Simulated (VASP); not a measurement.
# Fe (Fmmm) in VASP: further runs

The runs below take Fe through single point, with PBEsol.

Program: VASP 6.6.1. These are calculated values, not measurements. Logs are shortened: lines on timing, memory, paths and dates and some standing lists are left out, and cuts for length are marked.

## (1) Starting point

Symmetry: Fmmm, No. 69, orthorhombic system. Conventional cell: a = 2.997 Å, b = 3.883 Å, c = 3.930 Å, α = 90.00°, β = 90.00°, γ = 90.00°. Fe (site symmetry mmm) has 12 Fe at 2.45 to 2.76 Å as nearest neighbours.

## (2) Single point, PBEsol, collinear spin, ferromagnetic start

Input file INCAR:

```
SYSTEM = Fe
ADDGRID = .False.
ALGO = Normal
EDIFF = 1E-6
ENCUT = 700
GGA = PS
ISIF = 2
ISMEAR = -1
ISPIN = 2
LASPH = .True.
LCHARG = .False.
LMAXMIX = 4
LORBIT = 11
LREAL = .False.
LWAVE = .False.
MAGMOM = 3
NELM = 100
PREC = Accurate
SIGMA = 0.15
```

Input file KPOINTS:

```
k-points
0
Gamma
  7 7 7
  0 0 0
```

Input file POSCAR:

```
Fe
1.0
    0.0000000000      1.9417396906      1.9651051623
    1.4984397099      0.0000000000      1.9651051623
    1.4984397099      1.9417396906      0.0000000000
Fe
1
Direct
    0.0000000000      0.0000000000      0.0000000000
```

Potentials or basis: VASP PAW PBE potentials, release 64 (Fe).

Started as:

```
$ cat potpaw_PBE.64/Fe/POTCAR > POTCAR
$ mpirun -np 1 vasp_std > vasp.out
```

OUTCAR:

```text
SYSTEM = Fe
   EDIFF = 1E-6
   ENCUT = 700
   GGA = PS
   ISIF = 2
   ISMEAR = -1
   ISPIN = 2
   LASPH = .True.
   LORBIT = 11
   LREAL = .False.
   NELM = 100
   PREC = Accurate

 Found     64 irreducible k-points:

 Following reciprocal coordinates:
            Coordinates               Weight
  0.000000  0.000000  0.000000      1.000000
  0.142857  0.000000 -0.000000      8.000000
  0.285714  0.000000  0.000000      8.000000
  0.428571  0.000000 -0.000000      8.000000
  0.142857  0.142857  0.000000      2.000000
  0.285714  0.142857  0.000000      8.000000
   k-points           NKPTS =     64   k-points in BZ     NKDIM =     64   number of bands    NBANDS=     10
   number of dos      NEDOS =    301   number of ions     NIONS =      1
   total plane-waves  NPLWV =  13824
   dimension x,y,z NGX =    24 NGY =   24 NGZ =   24
   dimension x,y,z NGXF=    48 NGYF=   48 NGZF=   48
   ions per type =               1
   NGX,Y,Z   is equivalent  to a cutoff of  14.44, 16.15, 16.27 a.u.
   NGXF,Y,Z  is equivalent  to a cutoff of  28.89, 32.29, 32.53 a.u.
 SYSTEM =  Fe
   PREC   = accura    normal or accurate (medium, high low for compatibility)
   ISTART =      0    job   : 0-new  1-cont  2-samecut
   ICHARG =      2    charge: 1-file 2-atom 10-const
   ISPIN  =      2    spin polarized calculation?
   LNONCOLLINEAR =      F non collinear calculations
   LSORBIT =      F    spin-orbit coupling
   LASPH  =      T    aspherical Exc in radial PAW
   ENCUT  =  700.0 eV  51.45 Ry    7.17 a.u.   5.96  5.33  5.29*2*pi/ulx,y,z
   NELM   =    100;   NELMIN=  2; NELMDL= -5     # of ELM steps
   EDIFF  = 0.1E-05   stopping-criterion for ELM
   LREAL  =      F    real-space projection
   EDIFFG = 0.1E-04   stopping-criterion for IOM
   NSW    =      0    number of steps for IOM
   IBRION =     -1    ionic relax: 0-MD 1-quasi-New 2-CG
   NFREE  =      0    steps in history (QN), initial steepest desc. (CG)
   ISIF   =      2    stress and relaxation
   ISYM   =      2    0-nonsym 1-usesym 2-fastsym
   POTIM  = 0.5000    time-step for ionic-motion
   TEBEG  =    0.0;   TEEND  =   0.0 temperature during run
   PSTRESS=    0.0 pullay stress
   NELECT =       8.0000    total number of electrons
   NUPDOWN=      -1.0000    fix difference up-down
   EMIN   =  10.00;   EMAX   =-10.00  energy-range for DOS
   EFERMI =   0.00;   METHOD = LEGACY
   ISMEAR =    -1;   SIGMA  =   0.15  broadening in eV -4-tet -1-fermi 0-gaus
   EFERMI_NEDOS =   21; number of points for ismear=-14 and -15
   IALGO  =     38    algorithm
   IMIX   =      4    mixing-type and parameters
     AMIX     =   0.40;   BMIX     =  1.00
     AMIX_MAG =   1.60;   BMIX_MAG =  1.00
  volume/ion in A,a.u.               =      11.44        77.17
  Fermi-wavevector in a.u.,A,eV,Ry     =   1.453303  2.746344 28.736719  2.112089
  Thomas-Fermi vector in A             =   2.570585
   LORBIT       =     11    0 simple, 1 ext, 2 COOP (PROOUT), +10 PAW based schemes
   GGA     = PS    functional components
   LHFCALC =     F    Hartree Fock is set to
   AEXX    =    0.0000 exact exchange contribution
   IVDW    =     0    specifies the selected vdW correction
   LEPSILON=     F    determine dielectric tensor
   LRPA    =     F    only Hartree local field effects (RPA)
 spin polarized calculation
  energy-cutoff  :      700.00
  volume of cell :       11.44
 maximum number of plane-waves:       494
   NGX = 11   NGY = 11   NGZ = 11

 number of electron       7.9999999 magnetization       2.2221039

 Free energy of the ion-electron system (eV)
  ---------------------------------------------------
  ext. energy  EPLUGINS =         0.00000000
  ---------------------------------------------------
  free energy    TOTEN  =        -8.91898066 eV

  energy without entropy =       -8.84799300  energy(sigma->0) =       -8.88348683

 E-fermi :   5.6777     XC(G=0): -13.2399

 val. band max:        5.6471768511   @ k =   0.0000   0.0000   0.0000
 cond. band min:       5.6843521695   @ k =  -0.2857   0.4286   0.2857
 fundamental gap:      0.0371753184
 Fermi energy:         5.6776523299

 spin component 1

 k-point     1 :       0.0000    0.0000    0.0000
  band No.  band energies     occupation
      1      -2.8927      1.00000
      2       3.1426      1.00000
      3       3.2366      1.00000
      4       3.5764      1.00000
      5       4.3062      0.99989
      6       4.7007      0.99852
      7      29.3747      0.00000
      8      30.8497      0.00000
      9      31.1120      0.00000
     10      35.0490      0.00000
[... 53 lines left out ...]
 k-point     6 :       0.2857    0.1429    0.0000
  band No.  band energies     occupation
      1      -0.5905      1.00000
      2       2.7015      1.00000
      3       2.9891      1.00000
      4       4.2515      0.99993
      5       4.6479      0.99896
      6       4.7602      0.99780
      7      22.5338      0.00000
      8      24.3404      0.00000
      9      28.1292      0.00000
     10      30.5589      0.00000

 [... further k-points ...]

 spin component 2

 k-point     1 :       0.0000    0.0000    0.0000
  band No.  band energies     occupation
      1      -2.6120      1.00000
      2       5.0235      0.98740
      3       5.1607      0.96912
      4       5.6472      0.55062
      5       6.8567      0.00039
      6       7.4466      0.00001
      7      29.2814      0.00000
      8      30.8118      0.00000
      9      31.1027      0.00000
     10      35.5041      0.00000
[... 53 lines left out ...]
 k-point     6 :       0.2857    0.1429    0.0000
  band No.  band energies     occupation
      1      -0.2403      1.00000
      2       4.4632      0.99970
      3       4.9109      0.99401
      4       6.5998      0.00213
      5       6.8455      0.00042
      6       7.4270      0.00001
      7      23.1754      0.00000
      8      24.9041      0.00000
      9      28.8366      0.00000
     10      30.8086      0.00000

 [... further k-points ...]

------------------------ aborting loop because EDIFF is reached ----------------------------------------

  FORCE on cell =-STRESS in cart. coord.  units (eV):
  Direction    XX          YY          ZZ          XY          YZ          ZX
  --------------------------------------------------------------------------------------
  -------------------------------------------------------------------------------------
  Total       -1.0859779     -0.4279551     -0.5433811      0.0000000      0.0000000      0.0000000
  in kB     -152.1547415    -59.9601491    -76.1323179      0.0000000      0.0000000      0.0000000
  external PRESSURE =     -96.0824029 kB  Pullay stress =       0.0000000 kB

 VOLUME and BASIS-vectors are now :
 -----------------------------------------------------------------------------
  energy-cutoff  :      700.00
  volume of cell :       11.44
      direct lattice vectors                 reciprocal lattice vectors
     0.000000000  1.941739691  1.965105162    -0.333680426  0.257501045  0.254439309
     1.498439710  0.000000000  1.965105162     0.333680426 -0.257501045  0.254439309
     1.498439710  1.941739691  0.000000000     0.333680426  0.257501045 -0.254439309

 POSITION                                       TOTAL-FORCE (eV/Angst)
 -----------------------------------------------------------------------------------
      0.00000      0.00000      0.00000         0.000000      0.000000      0.000000
 -----------------------------------------------------------------------------------
    total drift:                                0.000000      0.000000      0.000000

  FREE ENERGIE OF THE ION-ELECTRON SYSTEM (eV)
  ---------------------------------------------------
  free  energy   TOTEN  =        -8.9189806650 eV

  energy  without entropy=       -8.8479929969  energy(sigma->0) =       -8.88348683

 total charge

# of ion       s       p       d       tot
------------------------------------------
    1        0.488   0.540   6.232   7.260

 magnetization (x)

# of ion       s       p       d       tot
------------------------------------------
    1       -0.012  -0.043   2.264   2.209
```

OSZICAR:

```text
N       E                     dE             d eps       ncg     rms          rms(c)
DAV:   1     0.238604495004E+02    0.23860E+02   -0.50001E+03  2640   0.125E+03
DAV:   2    -0.933103882389E+01   -0.33191E+02   -0.31150E+02  2574   0.152E+02
DAV:   3    -0.999702992117E+01   -0.66599E+00   -0.66331E+00  2886   0.273E+01
DAV:   4    -0.999998964290E+01   -0.29597E-02   -0.29594E-02  2770   0.168E+00
DAV:   5    -0.100000101720E+02   -0.20529E-04   -0.20528E-04  2828   0.134E-01    0.121E+01
DAV:   6    -0.900955600572E+01    0.99045E+00   -0.12815E+01  2776   0.547E+01    0.551E+00
DAV:   7    -0.893528885910E+01    0.74267E-01   -0.78653E-01  2812   0.132E+01    0.321E+00
DAV:   8    -0.892693116273E+01    0.83577E-02   -0.76066E-03  3136   0.713E-01    0.135E+00
DAV:   9    -0.891902472127E+01    0.79064E-02   -0.87911E-03  3310   0.650E-01    0.336E-01
DAV:  10    -0.891890526720E+01    0.11945E-03   -0.58466E-04  2864   0.396E-01    0.113E-01
DAV:  11    -0.891898105294E+01   -0.75786E-04   -0.27373E-04  3112   0.195E-01    0.353E-02
DAV:  12    -0.891898066497E+01    0.38797E-06   -0.41953E-06  2668   0.332E-02
   1 F= -.89189807E+01 E0= -.88834868E+01  d E =-.709877E-01  mag=     2.2243
```

It took 19 s on 1 thread of Intel Xeon Platinum 8259CL at 2.50GHz (Skylake/Cascade Lake), shared host; peak memory 0.15 GiB.

The run converged, but some of its settings lie outside the range that counts as converged, so its numbers aren't taken as properties of the crystal.

Results:

- Free energy: -8.9190 eV
- Pressure: -9.6 GPa
- Band gap on the k mesh: none (metal or under the smearing width)
- Net moment: 2.22 μB per cell
- Site moments: Fe +2.21 μB
- Valence electrons inside the program's atomic spheres: Fe 7.26

Caveat: the k mesh is coarse (spacing up to 0.44 Å⁻¹), so the values aren't converged; the PAW data sets were made with another functional, which shifts forces and pressure a little.

## (3) Single point, PBEsol, collinear spin, ferromagnetic start

INCAR, as its differences from that of step 2:

```diff
@@ -4,3 +4,3 @@
 EDIFF = 1E-6
-ENCUT = 700
+ENCUT = 450
 GGA = PS
```

Input file KPOINTS:

```
k-points
0
Gamma
  9 9 9
  0 0 0
```

POSCAR is that of step 2.

Potentials or basis: VASP PAW PBE potentials, release 64 (Fe).

Started as:

```
$ cat potpaw_PBE.64/Fe/POTCAR > POTCAR
$ mpirun -np 1 vasp_std > vasp.out
```

OUTCAR:

```text
SYSTEM = Fe
   EDIFF = 1E-6
   ENCUT = 450
   GGA = PS
   ISIF = 2
   ISMEAR = -1
   ISPIN = 2
   LASPH = .True.
   LORBIT = 11
   LREAL = .False.
   NELM = 100
   PREC = Accurate

 Found    125 irreducible k-points:

 Following reciprocal coordinates:
            Coordinates               Weight
  0.000000  0.000000  0.000000      1.000000
  0.111111  0.000000 -0.000000      8.000000
  0.222222  0.000000  0.000000      8.000000
  0.333333  0.000000  0.000000      8.000000
  0.444444  0.000000  0.000000      8.000000
  0.111111  0.111111  0.000000      2.000000
   k-points           NKPTS =    125   k-points in BZ     NKDIM =    125   number of bands    NBANDS=     10
   number of dos      NEDOS =    301   number of ions     NIONS =      1
   total plane-waves  NPLWV =   6480
   dimension x,y,z NGX =    20 NGY =   18 NGZ =   18
   dimension x,y,z NGXF=    40 NGYF=   36 NGZF=   36
   ions per type =               1
   NGX,Y,Z   is equivalent  to a cutoff of  12.04, 12.11, 12.20 a.u.
   NGXF,Y,Z  is equivalent  to a cutoff of  24.07, 24.22, 24.40 a.u.
 SYSTEM =  Fe
   PREC   = accura    normal or accurate (medium, high low for compatibility)
   ISTART =      0    job   : 0-new  1-cont  2-samecut
   ICHARG =      2    charge: 1-file 2-atom 10-const
[... 211 lines left out ...]
  band No.  band energies     occupation
      1      -2.0904      1.00000
      2       4.8203      0.99544
      3       5.4448      0.77245
      4       5.5374      0.64680
      5       6.9038      0.00020
      6       7.3106      0.00001
      7      28.4523      0.00000
      8      29.1261      0.00000
      9      29.7447      0.00000
     10      33.4435      0.00000

 [... further k-points ...]

------------------------ aborting loop because EDIFF is reached ----------------------------------------

  FORCE on cell =-STRESS in cart. coord.  units (eV):
  Direction    XX          YY          ZZ          XY          YZ          ZX
  --------------------------------------------------------------------------------------
  -------------------------------------------------------------------------------------
  Total       -1.0932388     -0.4450523     -0.5953587      0.0000000      0.0000000      0.0000000
  in kB     -153.1720568    -62.3556151    -83.4148133      0.0000000      0.0000000      0.0000000
  external PRESSURE =     -99.6474951 kB  Pullay stress =       0.0000000 kB

 VOLUME and BASIS-vectors are now :
 -----------------------------------------------------------------------------
  energy-cutoff  :      450.00
  volume of cell :       11.44
      direct lattice vectors                 reciprocal lattice vectors
     0.000000000  1.941739691  1.965105162    -0.333680426  0.257501045  0.254439309
     1.498439710  0.000000000  1.965105162     0.333680426 -0.257501045  0.254439309
     1.498439710  1.941739691  0.000000000     0.333680426  0.257501045 -0.254439309

 POSITION                                       TOTAL-FORCE (eV/Angst)
 -----------------------------------------------------------------------------------
      0.00000      0.00000      0.00000         0.000000      0.000000      0.000000
 -----------------------------------------------------------------------------------
    total drift:                                0.000000     -0.000000     -0.000000

  FREE ENERGIE OF THE ION-ELECTRON SYSTEM (eV)
  ---------------------------------------------------
  free  energy   TOTEN  =        -8.9189832812 eV

  energy  without entropy=       -8.8437888825  energy(sigma->0) =       -8.88138608

 total charge

# of ion       s       p       d       tot
------------------------------------------
    1        0.489   0.538   6.232   7.259

 magnetization (x)

# of ion       s       p       d       tot
------------------------------------------
    1       -0.013  -0.045   2.240   2.183
```

stdout:

```text
POSCAR found type information on POSCAR Fe
 POSCAR found :  1 types and       1 ions
 scaLAPACK will be used
 -----------------------------------------------------------------------------
|                                                                             |
|                                                                             |
|     You enforced a specific xc type in the INCAR file but a different       |
|     I HOPE YOU KNOW WHAT YOU ARE DOING!                                     |
|                                                                             |
 -----------------------------------------------------------------------------

 LDA part: xc-table for (Slater+PW92), standard interpolation
 POSCAR, INCAR and KPOINTS ok, starting setup
 FFT: planning ... GRIDC
 FFT: planning ... GRID_SOFT
 FFT: planning ... GRID
 WAVECAR not read
 entering main loop
```

It took 25 s on 1 thread of Intel Xeon Platinum 8259CL at 2.50GHz (Skylake/Cascade Lake), shared host; peak memory 0.14 GiB.

The run converged, but some of its settings lie outside the range that counts as converged, so its numbers aren't taken as properties of the crystal.

What came out:

```
Free energy                                           : -8.9190 eV
Pressure                                              : -10.0 GPa
Band gap on the k mesh                                : none (metal or under the smearing width)
Net moment                                            : 2.20 μB per cell
Site moments                                          : Fe +2.18 μB
Valence electrons inside the program's atomic spheres : Fe 7.26
```

Caveat: the PAW data sets were made with another functional, which shifts forces and pressure a little.

## (4) Single point, PBEsol, collinear spin, ferromagnetic start

INCAR, as its differences from that of step 3:

```diff
@@ -4,3 +4,3 @@
 EDIFF = 1E-6
-ENCUT = 450
+ENCUT = 300
 GGA = PS
```

Input file KPOINTS:

```
k-points
0
Gamma
  12 12 12
  0 0 0
```

POSCAR is that of step 3.

Started as:

```
$ cat potpaw_PBE.64/Fe/POTCAR > POTCAR
$ mpirun -np 1 vasp_std > vasp.out
```

Run time: 30 s. Hardware: 1 thread of Intel Xeon Platinum 8259CL at 2.50GHz (Skylake/Cascade Lake), shared host; peak memory 0.14 GiB.

The run converged, but some of its settings lie outside the range that counts as converged, so its numbers aren't taken as properties of the crystal.

What came out:

```
Free energy                                           : -8.9267 eV
Band gap on the k mesh                                : none (metal or under the smearing width)
Net moment                                            : 2.20 μB per cell
Site moments                                          : Fe +2.19 μB
Valence electrons inside the program's atomic spheres : Fe 7.25
```

Caveat: the cutoff is under 1.25 times the usual one of these potentials, so pressure, stress and relaxed cells hold a basis-set (Pulay) error; the PAW data sets were made with another functional, which shifts forces and pressure a little.

(Part 1 of 2 ends here.)
